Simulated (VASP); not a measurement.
# Mg2ZnO3 (Immm) in VASP: single point with r2SCAN

Aim: the single point of Mg2ZnO3 with r2SCAN.

All numbers are computed with VASP 6.6.1; they aren't measurements. Logs are shortened: lines on timing, memory, paths and dates and some standing lists are left out, and cuts for length are marked.

## Step 1: Starting point

Symmetry: Immm, No. 71, orthorhombic system. The conventional cell has a = 3.029 Å, b = 4.275 Å, c = 9.071 Å, α = 90.00°, β = 90.00°, γ = 90.00°. Mg (site symmetry mm2) is surrounded by 6 O at 2.12 to 2.14 Å. Zn (site symmetry mmm) has 6 O at 2.14 to 2.17 Å as nearest neighbours. O (site symmetry mm2) has 4 Mg at 2.12 to 2.14 Å and 2 Zn at 2.17 Å as nearest neighbours. O (site symmetry mmm) has 4 Mg at 2.13 Å and 2 Zn at 2.14 Å as nearest neighbours.

The cell was built by a generator and needn't be a form met in nature.

## Step 2: Single point, r2SCAN

The input, INCAR:

```
SYSTEM = Mg2ZnO3
ALGO     = Normal         ! electronic algorithm
EDIFF    = 1E-6           ! SCF threshold, eV
ENCUT    = 520            ! plane-wave cutoff, eV
ISIF     = 2              ! what is computed and relaxed
ISMEAR   = 0              ! smearing method
KPAR     = 4            
LASPH    = .True.         ! aspherical terms in the spheres
LCHARG   = .False.        ! write CHGCAR
LMIXTAU  = .True.       
LREAL    = .False.        ! projectors in reciprocal space
LWAVE    = .False.        ! write WAVECAR
METAGGA  = R2SCAN         ! meta-GGA
NBANDS   = 26             ! bands
NELM     = 150            ! most SCF steps
PREC     = Accurate       ! precision mode
SIGMA    = 0.03           ! smearing width, eV
```

The input, KPOINTS:

```
k-points
0
Gamma
  10 10 10
  0 0 0
```

The input, POSCAR:

```
Mg2ZnO3
1.0
   -1.5142800000      2.1377000000      4.5355900000
    1.5142800000     -2.1377000000      4.5355900000
    1.5142800000      2.1377000000     -4.5355900000
Mg Zn O
2 1 3
Direct
    0.3343660000      0.3343660000      0.0000000000
    0.6656340000      0.6656340000      0.0000000000
    0.0000000000      0.0000000000      0.0000000000
    0.1715510000      0.6715510000      0.5000000000
    0.8284490000      0.3284490000      0.5000000000
    0.5000000000      0.0000000000      0.5000000000
```

Potentials or basis: VASP PAW PBE potentials, release 64 (Mg, Zn, O).

On the command line:

```bash
$ cat potpaw_PBE.64/Mg/POTCAR potpaw_PBE.64/Zn/POTCAR potpaw_PBE.64/O/POTCAR > POTCAR
$ mpirun -np 4 vasp_std > vasp.out
```

OUTCAR:

```text
SYSTEM = Mg2ZnO3
   EDIFF = 1E-6
   ENCUT = 520
   ISIF = 2
   ISMEAR = 0
   LASPH = .True.
   LREAL = .False.
   METAGGA = R2SCAN
   NELM = 150
   PREC = Accurate

 ion  position               nearest neighbor table
   1  0.334  0.334  0.000-   4 2.12   4 2.12   6 2.13   6 2.13   5 2.14   5 2.14   2 3.00   3 3.02
                             3 3.02   3 3.02   3 3.02   3 3.03   2 3.03   2 3.03   2 3.03   2 3.03
   2  0.666  0.666  0.000-   5 2.12   5 2.12   6 2.13   6 2.13   4 2.14   4 2.14   1 3.00   3 3.02
                             3 3.02   3 3.02   3 3.02   3 3.03   1 3.03   1 3.03   1 3.03   1 3.03
   3  0.000  0.000  0.000-   6 2.14   6 2.14   5 2.17   4 2.17   5 2.17   4 2.17   2 3.02   2 3.02
                             2 3.02   1 3.02   1 3.02   1 3.02   2 3.02   1 3.02   2 3.03   1 3.03
   4  0.172  0.672  0.500-   1 2.12   1 2.12   2 2.14   2 2.14   3 2.17   3 2.17
   5  0.828  0.328  0.500-   2 2.12   2 2.12   1 2.14   1 2.14   3 2.17   3 2.17
   6  0.500  0.000  0.500-   2 2.13   1 2.13   2 2.13   1 2.13   3 2.14   3 2.14

  LATTYP: Found a body centered orthorhombic cell.
 ALAT       =     3.0285600000
 B/A-ratio  =     1.4116940064
 C/A-ratio  =     2.9952122461

  Lattice vectors:

 A1 = (  -1.5142800000,   2.1377000000,   4.5355900000)
 A2 = (   1.5142800000,  -2.1377000000,   4.5355900000)
 A3 = (   1.5142800000,   2.1377000000,  -4.5355900000)

Analysis of symmetry for initial positions (statically):
=====================================================================
 Subroutine PRICEL returns:
 Original cell was already a primitive cell.

 Routine SETGRP: Setting up the symmetry group for a
 body centered orthorhombic supercell.

 Subroutine GETGRP returns: Found  8 space group operations
 (whereof  8 operations were pure point group operations)
 out of a pool of  8 trial point group operations.

The static configuration has the point symmetry D_2h.

Analysis of symmetry for dynamics (positions and initial velocities):
=====================================================================
 Subroutine PRICEL returns:
 Original cell was already a primitive cell.

 Routine SETGRP: Setting up the symmetry group for a
 body centered orthorhombic supercell.

 Subroutine GETGRP returns: Found  8 space group operations
 (whereof  8 operations were pure point group operations)
 out of a pool of  8 trial point group operations.

The dynamic configuration has the point symmetry D_2h.

 Subroutine INISYM returns: Found  8 space group operations
 (whereof  8 operations are pure point group operations),
 and found     1 'primitive' translations

----------------------------------------------------------------------------------------

[... 108 lines left out ...]
   POTIM  = 0.5000    time-step for ionic-motion
   TEBEG  =    0.0;   TEEND  =   0.0 temperature during run
   PSTRESS=    0.0 pullay stress
   NELECT =      34.0000    total number of electrons
   NUPDOWN=      -1.0000    fix difference up-down
   EMIN   =  10.00;   EMAX   =-10.00  energy-range for DOS
   EFERMI =   0.00;   METHOD = LEGACY
   ISMEAR =     0;   SIGMA  =   0.03  broadening in eV -4-tet -1-fermi 0-gaus
   EFERMI_NEDOS =   21; number of points for ismear=-14 and -15
   IALGO  =     38    algorithm
   IMIX   =      4    mixing-type and parameters
     AMIX     =   0.40;   BMIX     =  1.00
     AMIX_MAG =   1.60;   BMIX_MAG =  1.00
  volume/ion in A,a.u.               =       9.79        66.05
  Fermi-wavevector in a.u.,A,eV,Ry     =   1.364433  2.578405 25.329661  1.861678
  Thomas-Fermi vector in A             =   2.490749
   LORBIT       =      0    0 simple, 1 ext, 2 COOP (PROOUT), +10 PAW based schemes
   METAGGA = R2SCAN    functional components
   LHFCALC =     F    Hartree Fock is set to
   AEXX    =    0.0000 exact exchange contribution
   IVDW    =     0    specifies the selected vdW correction
   LEPSILON=     F    determine dielectric tensor
   LRPA    =     F    only Hartree local field effects (RPA)
 non-spin polarized calculation
 Gauss-broadening in eV      SIGMA  =   0.03
  energy-cutoff  :      520.00
  volume of cell :       58.73
 maximum number of plane-waves:      1602
   NGX = 19   NGY = 19   NGZ = 19

 number of electron      33.9999992 magnetization

 Free energy of the ion-electron system (eV)
  ---------------------------------------------------
  ext. energy  EPLUGINS =         0.00000000
  ---------------------------------------------------
  free energy    TOTEN  =       -50.25240946 eV

  energy without entropy =      -50.25240946  energy(sigma->0) =      -50.25240946

 E-fermi :   2.8321     XC(G=0): -11.9346

 val. band max:        2.6240000400   @ k =   0.5000   0.1000  -0.0000
 cond. band min:       6.0036740032   @ k =   0.0000   0.0000   0.0000
 fundamental gap:      3.3796739633
 Fermi energy:         2.8320601294

 k-point     1 :       0.0000    0.0000    0.0000
  band No.  band energies     occupation
      1     -16.0750      2.00000
      2     -14.7689      2.00000
      3     -14.6096      2.00000
      4      -2.7564      2.00000
      5      -2.2826      2.00000
      6      -2.2449      2.00000
[... 685 lines left out ...]
     25      15.9753      0.00000
     26      18.5964      0.00000

 [... further k-points ...]

------------------------ aborting loop because EDIFF is reached ----------------------------------------

  FORCE on cell =-STRESS in cart. coord.  units (eV):
  Direction    XX          YY          ZZ          XY          YZ          ZX
  --------------------------------------------------------------------------------------
  -------------------------------------------------------------------------------------
  Total       -2.3363142     -2.3326150     -2.2934022      0.0000000      0.0000000      0.0000000
  in kB      -63.7375112    -63.6365937    -62.5668195      0.0000000      0.0000000      0.0000000
  external PRESSURE =     -63.3136415 kB  Pullay stress =       0.0000000 kB

 VOLUME and BASIS-vectors are now :
 -----------------------------------------------------------------------------
  energy-cutoff  :      520.00
  volume of cell :       58.73
      direct lattice vectors                 reciprocal lattice vectors
    -1.514280000  2.137700000  4.535590000     0.000000000  0.233896244  0.110239241
     1.514280000 -2.137700000  4.535590000     0.330189925  0.000000000  0.110239241
     1.514280000  2.137700000 -4.535590000     0.330189925  0.233896244  0.000000000

 POSITION                                       TOTAL-FORCE (eV/Angst)
 -----------------------------------------------------------------------------------
      0.00000      0.00000      3.03309        -0.000000     -0.000000     -0.033766
      0.00000      0.00000      6.03809         0.000000      0.000000      0.033766
      0.00000      0.00000      0.00000         0.000000      0.000000     -0.000000
      1.51428      0.00000      1.55617        -0.000000     -0.000000     -0.082367
      0.00000      2.13770      2.97942        -0.000000     -0.000000      0.082367
      0.00000      2.13770      0.00000         0.000000      0.000000     -0.000000
 -----------------------------------------------------------------------------------
    total drift:                               -0.000000     -0.000000      0.000000

  FREE ENERGIE OF THE ION-ELECTRON SYSTEM (eV)
  ---------------------------------------------------
  free  energy   TOTEN  =       -50.2524094584 eV

  energy  without entropy=      -50.2524094584  energy(sigma->0) =      -50.25240946
```

stdout:

```text
POSCAR found type information on POSCAR MgZnO
 POSCAR found :  3 types and       6 ions
 scaLAPACK will be used
 -----------------------------------------------------------------------------
|                                                                             |
|                                                                             |
|     You enforced a specific xc type in the INCAR file but a different       |
|     I HOPE YOU KNOW WHAT YOU ARE DOING!                                     |
|                                                                             |
 -----------------------------------------------------------------------------

 LDA part: xc-table for (None), standard interpolation
 POSCAR, INCAR and KPOINTS ok, starting setup
 FFT: planning ... GRIDC
 FFT: planning ... GRID_SOFT
 FFT: planning ... GRID
 WAVECAR not read
 entering main loop
```

Run time: 22 min. Hardware: 4 MPI ranks of Intel Xeon Platinum 8375C at 2.90GHz (Ice Lake), shared host; peak memory 0.44 GiB.

What came out:

* Free energy: -50.2524 eV
* Pressure: -6.3 GPa
* Largest force: 0.082 eV/Å
* Band gap on the k mesh: 3.38 eV, indirect (least direct gap 4.03 eV)

Forces in eV/Å, atoms in the order of the input:
```
Mg   0.000  0.000 -0.034
Mg   0.000  0.000  0.034
Zn   0.000  0.000  0.000
O    0.000  0.000 -0.082
O    0.000  0.000  0.082
O    0.000  0.000  0.000
```

Stress tensor (GPa, compression positive):
```
-6.37  0.00  0.00
 0.00 -6.36  0.00
 0.00  0.00 -6.26
```

Levels at points of the mesh, in eV from the valence-band top:
```
           k point  band 13  band 14  band 15  band 16  band 17  band 18  band 19  band 20  band 21  band 22
(0.00, 0.00, 0.00)    -1.69    -0.73    -0.67    -0.66    -0.65     3.38     9.75    10.08    10.84    11.54
(0.50, 0.00, 0.00)    -1.39    -1.37    -1.14    -0.41     0.00     6.90     7.41     7.82    11.92    11.99
(0.00, 0.50, 0.00)    -2.02    -1.97    -1.91    -1.65    -0.69     6.63     9.31    10.30    10.38    11.18
(0.50, 0.50, 0.00)    -2.25    -1.78    -1.61    -0.47    -0.15     7.36     8.95     9.78    11.19    11.52
(0.50, 0.50, 0.50)    -2.02    -1.79    -1.06    -1.02    -0.06     5.59     7.33     9.14    10.37    11.95
```

Caveat: the PAW data sets were made with another functional, which shifts forces and pressure a little. A k mesh can miss the band edges.
